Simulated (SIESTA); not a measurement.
Ir:

```
Ir
1.0
     0.00000    1.91560    1.91560
     1.91560    0.00000    1.91560
     1.91560    1.91560    0.00000
Ir
1
Direct
  0.00000 0.00000 0.00000
```

Program: SIESTA 5.4.2. Alike in all runs: cell as given; smearing fermi-dirac 0.05 eV; grid cutoff 800 Ry.

Problem. Order these runs on this cell by their pressure, lowest first.
A. level OLYP; potentials or basis PseudoDojo 0.4 standard (PBE files, fully relativistic), DZP (energy shift 0.01 Ry); spin non-collinear, ferromagnetic start, SOC; k mesh 9 × 9 × 9; energy shift 0.01 Ry
B. level PBE; potentials or basis PseudoDojo 0.4 standard (PBE files, fully relativistic), TZP (energy shift 0.002 Ry); spin non-collinear, zero start, SOC; k mesh 9 × 9 × 9; energy shift 0.002 Ry
C. level PBE; potentials or basis PseudoDojo 0.4 standard (PBE files), TZDP (energy shift 0.002 Ry); spin off; k mesh 12 × 12 × 12; energy shift 0.002 Ry
D. level PBEsol; potentials or basis PseudoDojo 0.4 standard (PBE files), DZP (energy shift 0.003 Ry; two zetas on semicore shells); spin off; k mesh 12 × 12 × 12; energy shift 0.003 Ry
E. level PBE; potentials or basis PseudoDojo 0.4 standard (PBE files), DZP (energy shift 0.002 Ry); spin off; k mesh 12 × 12 × 12; energy shift 0.002 Ry

Solution. A (-7.1 GPa), D (3.2 GPa), B (9.3 GPa), E (14.4 GPa), C (16.6 GPa).

Caveats: the basis of atomic orbitals isn't converged, which shifts pressures, moduli and gaps; semicore shells carry a single zeta, which can move pressures by several GPa and volumes by a few percent (some runs); the potentials were made for another functional, which shifts forces and pressure (some runs); so large a pressure means that the cell lies far from this level's equilibrium, or that cutoff or potentials fall short (some runs); short orbitals over semicore shells can move pressures by several GPa (some runs).

Not every run made on this cell is shown here.
